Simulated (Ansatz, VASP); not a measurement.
# Two plane-wave programs on PbS

File INCAR:

```
SYSTEM = PbS
PREC = Accurate
ENCUT = 600
EDIFF = 1E-6
ISMEAR = 0
SIGMA = 0.02
LREAL = .FALSE.
LASPH = .TRUE.
NELM = 100
ALGO = Normal
ISIF = 3
LWAVE = .FALSE.
LCHARG = .FALSE.
GGA = PE
IVDW = 12
IBRION = 2
NSW = 100
EDIFFG = -0.005
```

KPOINTS

```
regular mesh
0
G
  10 10 10
  0 0 0
```

POSCAR

```
PbS
1.0
    0.0000000000      2.9650000000      2.9650000000
    2.9650000000      0.0000000000      2.9650000000
    2.9650000000      2.9650000000      0.0000000000
Pb S
1 1
Direct
    0.0000000000      0.0000000000      0.0000000000
    0.5000000000      0.5000000000      0.5000000000
```

Input for Ansatz:

```yaml
crystal:
  lattice:
    - [0.0, 2.965, 2.965]
    - [2.965, 0.0, 2.965]
    - [2.965, 2.965, 0.0]
  atoms:
    - { symbol: Pb, position: [0.0, 0.0, 0.0] }
    - { symbol: S, position: [0.5, 0.5, 0.5] }
basis:
  ecutwfc: 420
kpoints:
  mp_grid: { grid: [10, 10, 10] }
hamiltonian:
  xc: pbe
  dispersion: d3bj
scf:
  occupations: { method: gaussian, width: 0.02 }
output:
  forces: true
  stress: true
  eigenvalues: true
  write_density: true
  write_potential: true
  elf: true
  volumetric_format: npy
relax:
  adjacent_minimum: "off"
  f_tol: 0.005
  max_steps: 80
  cell: { stress_tol: 0.05 }
```

Alike in both runs: task relaxation of cell and atoms; functional PBE; dispersion D3(BJ); k mesh 10 × 10 × 10; occupations gaussian, width 0.02 eV; no spin polarisation.

|  | VASP | Ansatz |
| --- | --- | --- |
| version | VASP 6.6.1 | Ansatz 0.2.0 |
| potentials or method | VASP PAW PBE potentials, release 64 (Pb_d, S) | scalar-relativistic, plane waves, PAW |
| plane-wave cutoff (eV) | 600 | 420 |
| valence electrons in the cell | 20 | 20 |

Ansatz gave:

| Quantity | Value |
| --- | --- |
| gap on the k mesh at the Fermi level, each at its own relaxed structure (eV) | 0.36 |
| relaxed volume (Å³/atom) | 26.12 |
| relaxed cell length with the largest relative difference (Å) | 4.196 |

Problem. Which values does VASP return?

Solution. gap on the k mesh at the Fermi level, each at its own relaxed structure (eV): 0.37; relaxed volume (Å³/atom): 26.11; relaxed cell length with the largest relative difference (Å): 4.196.

Ansatz warned: «relaxed_geometry_near_dispersion_switch».

Caveats: spin-orbit coupling is left out, which as a rule narrows the gap of such compounds by several tenths of an eV.
